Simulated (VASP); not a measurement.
Nb3Sn:

```xyz
8
Lattice="5.2821 0.0000 0.0000 0.0000 5.2821 0.0000 0.0000 0.0000 5.2821" Properties=species:S:1:pos:R:3 pbc="T T T"
Sn    2.6410    2.6410    2.6410
Sn    0.0000    0.0000    0.0000
Nb    0.0000    2.6410    1.3205
Nb    0.0000    2.6410    3.9616
Nb    2.6410    1.3205    0.0000
Nb    3.9616    0.0000    2.6410
Nb    2.6410    3.9616    0.0000
Nb    1.3205    0.0000    2.6410
```

| Property | Result |
| --- | --- |
| Program | VASP 6.6.1 |
| Task | relaxation of cell and atoms |
| Functional | PBE |
| Potentials or basis | VASP PAW PBE potentials, release 54 (Sn_d, Nb_sv) |
| Cutoff | 600 eV |
| k mesh | 5 × 5 × 5 |
| Occupations | gaussian, width 0.1 eV |
| Spin | no spin polarisation |

At the start: pressure 3.4 GPa; volume 18.42 Å³/atom.

Question: How do energy, volume and symmetry change on relaxing?

Answer: Over 3 steps the energy falls by 3.9 meV/atom and the volume is 18.80 Å³/atom (+2.1 %); space group Pm-3n (No. 223, to 0.05 Å).

The path:
```csv
step,energy change (eV),largest force (eV/Å),pressure (GPa),volume (Å³)
1,0.0000,0.0000,3.40,147.37
2,0.0649,0.0000,-5.43,155.87
3,-0.0311,0.0000,-0.03,150.40
```

Final structure:
```
Sn Nb
1.0
     5.31799    0.00000    0.00000
     0.00000    5.31799    0.00000
     0.00000    0.00000    5.31799
Sn Nb
2 6
Direct
  0.50000 0.50000 0.50000
  0.00000 0.00000 0.00000
  0.00000 0.50000 0.25000
  0.00000 0.50000 0.75000
  0.50000 0.25000 0.00000
  0.75000 0.00000 0.50000
  0.50000 0.75000 0.00000
  0.25000 0.00000 0.50000
```
